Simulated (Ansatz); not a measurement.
**CaSe (NiAs type): the dielectric function from several functionals**

How does CaSe (NiAs type) absorb light if electrons and holes don't interact? The runs, in order: HSE06 for the gap; optics with PBE on 6×6×4; optics with r2SCAN on 6×6×4; optics with PBE and scissors to the HSE06 gap on 6×6×4; optics with PBE with spin-orbit coupling on 6×6×2.

Computed with Ansatz 0.2.0 (plane waves, PAW; no local fields, no excitons, unless a step's input says otherwise).

### 1 Starting point

Symmetry: P6_3/mmc, No. 194, hexagonal system. The conventional cell has a = 4.132 Å, b = 4.132 Å, c = 7.163 Å, α = 90.00°, β = 90.00°, γ = 120.00°. Ca (site symmetry -3m) is surrounded by 6 Se at 2.98 Å. Se (site symmetry -6m2) has 6 Ca at 2.98 Å as nearest neighbours.

As a file:

```
CELL_PARAMETERS angstrom
4.13168 0.00000 0.00000
-2.06584 3.57814 0.00000
0.00000 0.00000 7.16250
ATOMIC_POSITIONS crystal
Ca 0.00000 0.00000 0.00000
Ca 0.00000 0.00000 0.50000
Se 0.33333 0.66667 0.25000
Se 0.66667 0.33333 0.75000
```

The cell was relaxed beforehand with r2SCAN; those runs aren't shown.

### 2 A hybrid for the gap

input.yaml

```yaml
crystal:
  lattice:
    - [4.131682178, 0.0, 0.0]
    - [-2.065841089, 3.5781417265, 0.0]
    - [0.0, 0.0, 7.1625032105]
  atoms:
    - { symbol: Ca, position: [0.0, 0.0, 0.0] }
    - { symbol: Ca, position: [0.0, 0.0, 0.5] }
    - { symbol: Se, position: [0.3333333333, 0.6666666667, 0.25] }
    - { symbol: Se, position: [0.6666666667, 0.3333333333, 0.75] }
kpoints:
  mp_grid: { grid: [6, 6, 2] }
  band_path:
    path:
      - [0.0, 0.0, 0.0]
      - [0.5, 0.0, 0.0]
      - [0.3333333333, 0.3333333333, 0.0]
      - [0.0, 0.0, 0.5]
      - [0.5, 0.0, 0.5]
      - [0.3333333333, 0.3333333333, 0.5]
      - [0.0, 0.5, 0.0]
    npoints: 1
hamiltonian:
  xc: hse06
scf:
  occupations: { method: fixed }
  n_extra_bands: 5
output:
  forces: true
  stress: true
  eigenvalues: true
```

Started as:

```
> ansatz run input.yaml --threads 4 --pin off --max-ram 3686MiB --backend cpu --events-out ev --progress --plain --runs-dir out
```

After this run come: Optics, PBE; Optics, r2SCAN; Optics, PBE with a scissors shift; Optics, PBE with spin-orbit coupling.

**Question.** What will the summary of the whole plan be? Wanted: ε∞, PBE; ε∞, r2SCAN; ε∞, PBE with spin-orbit coupling; tallest peak of ε₂, PBE; tallest peak of ε₂, r2SCAN; tallest peak of ε₂, PBE with spin-orbit coupling; HSE06 direct gap.

As calculated:

| quantity | value |
| --- | --- |
| ε∞, PBE | 6.01 (xx, yy), 6.17 (zz) |
| ε∞, r2SCAN | 5.22 (xx, yy), 5.38 (zz) |
| ε∞, PBE + 1.09 eV scissors | 5.19 (xx, yy), 5.33 (zz) |
| ε∞, PBE with spin-orbit coupling | 5.77 (xx, yy), 5.93 (zz) |
| tallest peak of ε₂, PBE | 10.4 at 4.70 eV |
| tallest peak of ε₂, r2SCAN | 9.3 at 5.20 eV |
| tallest peak of ε₂, PBE + 1.09 eV scissors | 10.4 at 5.75 eV |
| tallest peak of ε₂, PBE with spin-orbit coupling | 10.3 at 4.70 eV (complete to 8.8 eV) |
| HSE06 direct gap | 3.53 eV |

What this shows: From PBE with spin-orbit coupling to PBE + 1.09 eV scissors the direct gap grows from 2.30 to 3.53 eV, and ε∞ goes from 5.82 to 5.24 (mean of the axes). Spin-orbit coupling moves the direct gap by -0.14 eV; ε∞ doesn't compare between these two runs, as the bands summed differ. The meshes differ between the runs, and peak heights and places move with the mesh, so part of any difference isn't the level's. The response is anisotropic: with PBE ε∞ is 6.01 (xx, yy), 6.17 (zz). Local fields and excitons are left out: both change ε∞, and without excitons the onset lacks its lines.
